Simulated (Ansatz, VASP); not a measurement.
# Two plane-wave programs on Be4Se

```xyz
5
Lattice="3.9638 0.0000 0.0000 0.0000 3.9638 0.0000 0.0000 0.0000 3.9638" Properties=species:S:1:pos:R:3 pbc="T T T"
Be    0.0000    0.0000    0.0000
Be    1.9819    0.0000    0.0000
Be    0.0000    1.9819    0.0000
Be    0.0000    0.0000    1.9819
Se    1.9819    1.9819    1.9819
```

Alike in both runs: functional PBE; k mesh 10 × 10 × 10; occupations gaussian, width 0.1 eV; no spin polarisation.

Ansatz relaxed the structure, and its values are those at the end. VASP's run is a single point on that final structure, the one shown.

|  | VASP | Ansatz |
| --- | --- | --- |
| version | VASP 6.6.1 | Ansatz 0.2.0 |
| potentials or method | VASP PAW PBE potentials, release 64 (Be, Se) | scalar-relativistic, plane waves, PAW |
| plane-wave cutoff (eV) | 520 | 420 |
| valence electrons in the cell | 14 | 24 |

Ansatz gave:

| Item | Value |
| --- | --- |
| gap on the k mesh at the Fermi level (eV) | none |
| pressure (GPa) | 0.0 |

Which values does VASP return?

gap on the k mesh at the Fermi level (eV): none; pressure (GPa): 0.1.

A gap of «none» marks a metal or a gap that the smearing closes. The two sets of potentials don't hold the same shells in valence.
